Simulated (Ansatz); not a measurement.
SnO2 (Cassiterite):

```xyz
6
Lattice="4.7380 0.0000 0.0000 0.0000 4.7380 0.0000 0.0000 0.0000 3.1865" Properties=species:S:1:pos:R:3 pbc="T T T"
Sn    2.3690    2.3690    1.5933
Sn    0.0000    0.0000    0.0000
O     3.8240    0.9140    1.5933
O     3.2830    3.2830    0.0000
O     0.9140    3.8240    1.5933
O     1.4550    1.4550    0.0000
```

```yaml
Program: Ansatz 0.2.0
Task: relaxation of cell and atoms
Functional: PBE
Potentials_or_basis: PseudoDojo standard (PBE files)
Cutoff: 1143 eV
Density_cutoff: 4572 eV
k_mesh: 6 × 6 × 8
Occupations: fermi-dirac, width 0.05 eV
Spin: no spin polarisation
```

At the start: volume 11.92 Å³/atom.

How do energy, volume and symmetry change on relaxing?

It ends after 7 steps and the volume is 12.57 Å³/atom (+5.4 %); space group P4_2/mnm (No. 136, to 0.05 Å).

The path:
```
step  energy change (eV)  largest force (eV/Å)  volume (Å³)
   1              0.0000                0.2690        71.53
   2             -0.1227                0.0261        75.06
   3             -0.1235                0.0374        75.35
   4             -0.1238                0.0074        75.35
   5             -0.1256                0.0074        75.35
   6             -0.1256                0.0001        75.40
   7             -0.1256                0.0001        75.40
```

Final structure:
```xyz
6
Lattice="4.8252 0.0000 0.0000 0.0000 4.8252 0.0000 0.0000 0.0000 3.2384" Properties=species:S:1:pos:R:3 pbc="T T T"
Sn    2.4126    2.4126    1.6192
Sn    0.0000    0.0000    0.0000
O     3.8921    0.9331    1.6192
O     3.3457    3.3457    0.0000
O     0.9331    3.8921    1.6192
O     1.4795    1.4795    0.0000
```

Caveat: the plane-wave basis is chosen anew once the cell has moved, so the energies of steps on either side of that aren't comparable.
